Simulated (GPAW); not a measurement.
# GaN (Fm-3m) in GPAW: single point with PBE

Aim: the single point of GaN with PBE.

Everything below comes from runs of GPAW 26.7.0. Logs are shortened: lines on timing, memory, paths and dates and some standing lists are left out, and cuts for length are marked. The log counts tension as positive stress, the text compression.

## 1. Starting point

It takes space group Fm-3m (No. 225, cubic). The conventional cell has a = 4.270 Å, b = 4.270 Å, c = 4.270 Å, α = 90.00°, β = 90.00°, γ = 90.00°. Ga (site symmetry m-3m) is surrounded by 6 N at 2.14 Å. Around N (site symmetry m-3m) lie 6 Ga at 2.14 Å.

Measurements of this composition are mostly on another form, of space group No. 186.

## 2. Single point, PBE

Input file run.py:

```python
from ase.dft.bandgap import bandgap
from ase.io import read, write
from ase.units import GPa
from gpaw import GPAW, PW

atoms = read('POSCAR')

calc = GPAW(mode=PW(550),
            xc='PBE',
            kpts={'size': (9, 9, 9), 'gamma': True},
            occupations={'name': 'fermi-dirac', 'width': 0.05},
            nbands=11,
            maxiter=120,
            txt='gpaw.txt')
atoms.calc = calc
energy = atoms.get_potential_energy()
forces = atoms.get_forces()
stress = atoms.get_stress()
calc.write('gs.gpw')
write('result.traj', atoms)
print(f'Energy: {energy:.6f} eV')
print('Forces (eV/A):')
print(forces.round(4))
print('Stress (GPa):', (stress / GPa).round(3))
print('Fermi level:', round(calc.get_fermi_level(), 4), 'eV')
print(f'Gap: {bandgap(calc)[0]:.4f} eV, direct: {bandgap(calc, direct=True)[0]:.4f} eV')
```

Input file POSCAR:

```
GaN
1.0
    0.0000000000      2.1352350000      2.1352350000
    2.1352350000      0.0000000000      2.1352350000
    2.1352350000      2.1352350000      0.0000000000
Ga N
1 1
Direct
    0.0000000000      0.0000000000      0.0000000000
    0.5000000000      0.5000000000      0.5000000000
```

Potentials or basis: GPAW PAW data sets (gpaw-data 1.2.1), pw.

Run with:

```console
$ OMP_NUM_THREADS=1 python run.py
```

gpaw.txt:

```text
__  _  _
 | _ |_)|_||  |
 |__||  | ||/\| - 26.7.0

Input parameters:
  mode=PW(ecut=550.0),
  kpts=MonkhorstPack(size=(9, 9, 9), gamma=True),
  maxiter=120,
  nbands=11,
  occupations=Occupations(name='fermi-dirac', width=0.05),
  xc=XC(name='PBE')

Diagonalizing LCAO Hamiltonian
Converting LCAO to pw mode

              N

       Ga

Atoms  # Å, Bohr magnetons
|   | symbol |        x |        y |        z |    initial magnetic moments |
|---|--------|----------|----------|----------|-----------------------------|
| 0 |     Ga | 0.000000 | 0.000000 | 0.000000 | ( 0.0000,  0.0000,  0.0000) |
| 1 |      N | 2.135235 | 2.135235 | 2.135235 | ( 0.0000,  0.0000,  0.0000) |

Unit cell  # Å
| periodic |        x |        y |        z |  lengths |    angles |
|----------|----------|----------|----------|----------|-----------|
|      yes | 0.000000 | 2.135235 | 2.135235 | 3.019678 | 60.000000 |
|      yes | 2.135235 | 0.000000 | 2.135235 | 3.019678 | 60.000000 |
|      yes | 2.135235 | 2.135235 | 0.000000 | 3.019678 | 60.000000 |

Number of symmetries: 48
Symmetry operations  # r_c * U_cc + t_c -> r_c
|    | kind |            matrix            |
|----|------|------------------------------|
|  0 |  σ   |  1, 0, 0,  1, 0,-1,  1,-1, 0 |
|  1 |  C2  |  1, 0, 0,  1,-1, 0,  1, 0,-1 |
|  2 |  E   |  1, 0, 0,  0, 1, 0,  0, 0, 1 |
|  3 |  σ   |  1, 0, 0,  0, 0, 1,  0, 1, 0 |
|  4 |  C4  |  1, 0,-1,  1, 0, 0,  1,-1, 0 |
|  5 |  S6  |  1, 0,-1,  1,-1, 0,  1, 0, 0 |
|  6 |  σ   |  1, 0,-1,  0, 1,-1,  0, 0,-1 |
|  7 |  C3  |  1, 0,-1,  0, 0,-1,  0, 1,-1 |
|  8 |  S6  |  1,-1, 0,  1, 0, 0,  1, 0,-1 |
|  9 |  C4  |  1,-1, 0,  1, 0,-1,  1, 0, 0 |
| 10 |  C3  |  1,-1, 0,  0,-1, 1,  0,-1, 0 |
| 11 |  σ   |  1,-1, 0,  0,-1, 0,  0,-1, 1 |
| 12 |  σ   |  0, 1, 0,  1, 0, 0,  0, 0, 1 |
| 13 |  C4  |  0, 1, 0,  0, 1,-1, -1, 1, 0 |
| 14 |  C3  |  0, 1, 0,  0, 0, 1,  1, 0, 0 |
| 15 |  S6  |  0, 1, 0, -1, 1, 0,  0, 1,-1 |
| 16 |  C2  |  0, 1,-1,  1, 0,-1,  0, 0,-1 |
| 17 |  σ   |  0, 1,-1,  0, 1, 0, -1, 1, 0 |
| 18 |  S4  |  0, 1,-1,  0, 0,-1,  1, 0,-1 |
| 19 |  C4  |  0, 1,-1, -1, 1, 0,  0, 1, 0 |
| 20 |  C3  |  0, 0, 1,  1, 0, 0,  0, 1, 0 |
| 21 |  σ   |  0, 0, 1,  0, 1, 0,  1, 0, 0 |
| 22 |  S6  |  0, 0, 1,  0,-1, 1, -1, 0, 1 |
| 23 |  C4  |  0, 0, 1, -1, 0, 1,  0,-1, 1 |
| 24 |  S4  |  0, 0,-1,  1, 0,-1,  0, 1,-1 |
| 25 |  C3  |  0, 0,-1,  0, 1,-1,  1, 0,-1 |
| 26 |  C2  |  0, 0,-1,  0,-1, 0, -1, 0, 0 |
| 27 |  S6  |  0, 0,-1, -1, 0, 0,  0,-1, 0 |
| 28 |  S4  |  0,-1, 1,  1,-1, 0,  0,-1, 0 |
| 29 |  C4  |  0,-1, 1,  0, 0, 1, -1, 0, 1 |
| 30 |  C2  |  0,-1, 1,  0,-1, 0,  1,-1, 0 |
| 31 |  σ   |  0,-1, 1, -1, 0, 1,  0, 0, 1 |
| 32 |  C3  |  0,-1, 0,  1,-1, 0,  0,-1, 1 |
| 33 |  S6  |  0,-1, 0,  0, 0,-1, -1, 0, 0 |
| 34 |  S4  |  0,-1, 0,  0,-1, 1,  1,-1, 0 |
| 35 |  C2  |  0,-1, 0, -1, 0, 0,  0, 0,-1 |
| 36 |  C2  | -1, 1, 0,  0, 1, 0,  0, 1,-1 |
| 37 |  S6  | -1, 1, 0,  0, 1,-1,  0, 1, 0 |
| 38 |  S4  | -1, 1, 0, -1, 0, 1, -1, 0, 0 |
| 39 |  C3  | -1, 1, 0, -1, 0, 0, -1, 0, 1 |
| 40 |  S6  | -1, 0, 1,  0, 0, 1,  0,-1, 1 |
| 41 |  C2  | -1, 0, 1,  0,-1, 1,  0, 0, 1 |
| 42 |  C3  | -1, 0, 1, -1, 1, 0, -1, 0, 0 |
| 43 |  S4  | -1, 0, 1, -1, 0, 0, -1, 1, 0 |
| 44 |  C2  | -1, 0, 0,  0, 0,-1,  0,-1, 0 |
| 45 |  i   | -1, 0, 0,  0,-1, 0,  0, 0,-1 |
| 46 |  σ   | -1, 0, 0, -1, 1, 0, -1, 0, 1 |
| 47 |  C2  | -1, 0, 0, -1, 0, 1, -1, 1, 0 |

BZ-sampling:
  Number of BZ points: 729
  Number of IBZ points: 35

  Monkhorst-Pack size: [9, 9, 9]
  Monkhorst-Pack shift: [0, 0, 0]

K-points  # in reciprocal-cell coordinates
|     |                                coordinates |     weight |
|-----|--------------------------------------------|------------|
|   0 | (  0.00000000,   0.00000000,   0.00000000) | 0.00137174 |
|   1 | (  0.11111111,   0.11111111,   0.00000000) | 0.00823045 |
|   2 | (  0.11111111,   0.11111111,   0.11111111) | 0.01097394 |
|   3 | (  0.22222222,   0.11111111,   0.11111111) | 0.01646091 |
|   4 | (  0.22222222,   0.22222222,   0.00000000) | 0.00823045 |
|   5 | (  0.22222222,   0.22222222,   0.11111111) | 0.03292181 |
|   6 | (  0.22222222,   0.22222222,   0.22222222) | 0.01097394 |
|   7 | (  0.33333333,   0.22222222,   0.11111111) | 0.03292181 |
|   8 | (  0.33333333,   0.22222222,   0.22222222) | 0.03292181 |
|   9 | (  0.33333333,   0.33333333,  -0.33333333) | 0.01646091 |
| ... |                                            |            |
|  34 | (  0.44444444,   0.44444444,   0.44444444) | 0.01097394 |

Plane wave coefficients: 579
Cutoff: 550.0 eV

Spin-components: 1 (collinear spins)
Bands:           11
Projectors:      10
Spin-degeneracy: 2
Datatype:        complex128

Parallelization:
  kpt:    1
  domain: 1
  band:   1

Density:
  Valence electrons: 8.0
  Components: 1
  Grid points: [18 18 18]
  Charge: 0.0  # |e|

Potential:
  Grid points: [18 18 18]

species:
  Ga:
    name:    Gallium
    Z:       31.0
    valence: 3
    core:    28
    charge:  0.0  # [|e|]
    compensation charges:
      type: gauss
      rc: 0.37  # [Å]
      lmax: 2
    cutoffs:
      filter: 2.06  # [Å]
      core: 4.17  # [Å]
    projectors
    | kind |    occ | energy [eV] | rcut [Å] |
    |------|--------|-------------|----------|
    |   4s |  2.000 |      -8.945 |    1.164 |
    |   4p |  1.000 |      -2.580 |    1.164 |
    |    s |        |      18.266 |    1.164 |
    |    p |        |      24.631 |    1.164 |
    |    d |        |       0.000 |    1.164 |

    Using partial waves for Ga as LCAO basis

  N:
    name:    Nitrogen
    Z:       7.0
    valence: 5
    core:    2
    charge:  0.0  # [|e|]
    compensation charges:
      type: gauss
      rc: 0.18  # [Å]
      lmax: 2
    cutoffs:
      filter: 1.11  # [Å]
      core: 0.96  # [Å]
    projectors
    | kind |    occ | energy [eV] | rcut [Å] |
    |------|--------|-------------|----------|
    |   2s |  2.000 |     -18.583 |    0.603 |
    |   2p |  3.000 |      -7.089 |    0.529 |
    |    s |        |       8.629 |    0.603 |
    |    p |        |      20.123 |    0.529 |
    |    d |        |       0.000 |    0.577 |

    Using partial waves for N as LCAO basis

Reference energy: -54366.393033  # eV

eigensolver:
  PPCG
  Converge bands: occupied
  niter=2

density mixing:
  MSR1-Mixer
  Pratt-step length: 0.05
  Maximum mixing coefficient: 0.75
  Old densities: 10
  SVD Regularization: 0.005
  Good broyden scale: 1.0
  Trust region scale: 1.0
  Backstep threshold: 4.0
  History deletion threshold: 6.0
  Fourier metric: weight=20.0, sigma=0.015

occupation numbers:
  Fermi-Dirac:
    width: 0.0500  # eV

poisson solver:
  ecut: 4400.0  # eV

xc functional:
  name: PBE with 2 nearest neighbor stencil

convergence criteria:
- Maximum [total energy] change in last 3 cyles: 0.0005 eV / valence electron
- Maximum integral of absolute [dens]ity change: 0.0001 electrons / valence electron
- Maximum integral of absolute [eigenst]ate change: 4e-08 eV^2 / valence electron
maximum number of iterations: 120

SCF iterations
|iter     | |      energy | eigst |  dens |
|---------|-|-------------|-------|-------|
|iter:   1| |  -12.581487 | -0.29 |       |
|iter:   2| |  -12.179347 | -2.14 | -0.60 |
|iter:   3| |  -11.042535 | -0.90 | -0.65 |
|iter:   4| |  -11.038406 | -3.40 | -1.34 |
|iter:   5| |  -11.038057 | -3.79 | -1.63 |
|iter:   6| |  -11.038083c| -5.83 | -2.86 |
|iter:   7| |  -11.038091c| -6.26 | -3.21 |
|iter:   8| |  -11.038091c| -8.11c| -4.46c|

Converged in 8 steps
Energy contributions relative to reference atoms: (reference = -54366.393033)

Energy contributions:
  Kinetic:          18.967780
  Coulomb:         -14.638982
  Zero:              0.015935
  External:          0.000000
  Xc:              -15.382802
  Entropy:          -0.000046
  Spinorbit:         0.000000
  ----------------------------
  Free energy:     -11.038115
  Extrapolated:    -11.038091

dipole moment: (-10.745986, -10.745986, -10.745986)  # |e|*Ang

Fermi level: 9.231
Eigenvalues  # (at kpt = [0.000, 0.000, 0.000])
| band index |      eig [eV] | occ [0-2] |
|------------|---------------|-----------|
|          0 |        -8.136 |     2.000 |
|          1 |         8.501 |     2.000 |
|          2 |         8.501 |     2.000 |
|          3 |         8.501 |     2.000 |
|          4 |        10.752 |     0.000 |
|          5 |        22.730 |     0.000 |
|          6 |        22.730 |     0.000 |
|          7 |        22.730 |     0.000 |
|          8 |        24.301 |     0.000 |
|          9 |        24.301 |     0.000 |
|         10 |        24.301 |     0.000 |

Gap: 0.637 eV
Transition (v -> c):
  (s=0, k=8, n=3, [0.33, 0.22, 0.22]) -> (s=0, k=30, n=4, [0.44, 0.44, 0.00])
Direct/indirect transitions are different
Direct gap: 2.251 eV
Transition at: (s=0, k=0, n=3, [0.00, 0.00, 0.00])

Forces  # eV/Ang
|        x |        y |       z |
|----------|----------|---------|
|  0.00000 | -0.00000 | 0.00000 |  # Ga   0
| -0.00000 |  0.00000 | 0.00000 |  # N    1

Stress tensor  # eV/Ang^3
|         x |         y |         z |
|-----------|-----------|-----------|
|  0.057259 | -0.000000 | -0.000000 |
| -0.000000 |  0.057259 |  0.000000 |
| -0.000000 |  0.000000 |  0.057259 |

# Writing to gs.gpw (mode='')
```

Run time: 4.5 s. Hardware: 1 thread of INTEL XEON PLATINUM 8581C at 2.30GHz (Emerald Rapids), shared host; peak memory 0.13 GiB.

The run converged, but some of its settings lie outside the range that counts as converged, so its numbers aren't taken as properties of the crystal.

Results:

- Free energy: -11.0381 eV
- Pressure: -9.2 GPa
- Band gap on the k mesh: 0.64 eV, indirect (least direct gap 2.25 eV)

Caveat: the cutoff is short for stress and forces, so pressures can be off by a GPa or more; an odd mesh through Γ misses points on the zone boundary, where band edges often lie.
